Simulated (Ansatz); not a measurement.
The elements of this relaxed trial crystal are hidden behind letters.

```
lattice vectors (Å)
   7.5619    0.0000    0.0000
   0.0000    5.3765    0.0000
   0.0000    0.0000    3.8178
fractional positions
X 0.7500 0.0000 0.4925
X 0.0000 0.5000 0.0000
X 0.2500 0.0000 0.5075
X 0.5000 0.5000 0.0000
Z 0.7500 0.5000 0.5515
Z 0.0000 0.0000 0.0000
Z 0.2500 0.5000 0.4485
Z 0.5000 0.0000 0.0000
```

Theory: DFT PBE, scalar-relativistic, plane waves, PAW in Ansatz 0.2.0. The final run on the 8-atom cell used 420 eV, a Γ-centred 6×8×10 mesh, 0.10 eV smearing and no spin polarisation.

- Space group: Pmma (No. 51)
- Conventional cell: a = 7.562 Å, b = 5.376 Å, c = 3.818 Å
- Volume per atom: 19.40 Å³
- Density: 5.85 g/cm³
- Formation energy: +0.15 eV/atom
- Gap on the 6×8×10 mesh of the 8-atom cell: 0 eV (a metal)

Energies are uncorrected and count from the elements' standard states at the same level.

Problem. X is an s-block element of period 2 and Z is a p-block element of period 5. Which elements are they?

Solution. X = Be, Z = Te, so the formula is BeTe. Density times volume gives a mean mass of 5.85 × 19.40/1.6605 = 68.3 u per atom, and this set has 68.3 u. Among the elements that the hints allow, noble gases aside, only these give it. Be on a site of symmetry mm2 is surrounded by 6 Te at 2.67–2.71 Å; around Be on a site of symmetry 2/m lie 6 Te at 2.55–2.83 Å; Te on a site of symmetry mm2 has 6 Be at 2.55–2.83 Å; 1 more site not described.

These runs have no spin–orbit coupling, which can matter for Te. A structure relaxed within its symmetry needn't be a true minimum. Another cell of BeTe relaxed alike, in Pbca, lies 0.45 eV/atom lower, so this cell isn't the stable form at this level.
